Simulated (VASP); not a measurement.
Write the native input for VASP 6.6.1 that does the following.

* Task: single point
* Functional: PBE
* Potentials or basis: VASP PAW PBE potentials, release 64 (Mg, S)
* Cutoff: 520 eV
* k mesh: 8 × 8 × 8
* Occupations: fermi-dirac, width 0.02 eV
* Spin: no spin polarisation
* Dipole correction: no
* Further INCAR settings: ALGO = Fast; EDIFF = 1e-06; NBANDS = 11

The structure of MgS lies in POSCAR:

```
MgS
1.0
   -0.0868906991      2.5146272379      2.5146272379
    2.5146272379     -0.0868906991      2.5146272379
    2.5146272379      2.5146272379     -0.0868906991
Mg S
1 1
Direct
    0.0000000000      0.0000000000      0.0000000000
    0.5000000000      0.5000000000      0.5000000000
```

The cell was built by a generator and needn't be a form met in nature.

The cell isn't the ideal one: shear_111 strain -5.0%.

One way to write it, as run:

INCAR

```
SYSTEM = MgS
PREC = Accurate ; ENCUT = 520
EDIFF = 1E-6 ; ISMEAR = -1
SIGMA = 0.02 ; LREAL = .False.
LASPH = .True. ; NELM = 100
ALGO = Fast ; ISIF = 2
LWAVE = .False. ; LCHARG = .True.
GGA = PE ; LELF = .True.
LVHAR = .True. ; NBANDS = 11
```

KPOINTS

```
Automatic mesh
0
Gamma
  8 8 8
  0 0 0
```

Potentials or basis: VASP PAW PBE potentials, release 64 (Mg, S).

The run is started by

```bash
$ cat potpaw_PBE.64/Mg/POTCAR potpaw_PBE.64/S/POTCAR > POTCAR
$ mpirun -np 1 vasp_std > vasp.out
```

Results of the run:

```yaml
Pressure: 5.3 GPa
Band_gap_on_the_k_mesh: 2.52 eV, indirect (least direct gap 3.76 eV)
```

Wall time 16 s on 1 thread of AMD EPYC 9R45 (Zen 5), with other jobs on the host, peak memory 0.13 GiB.
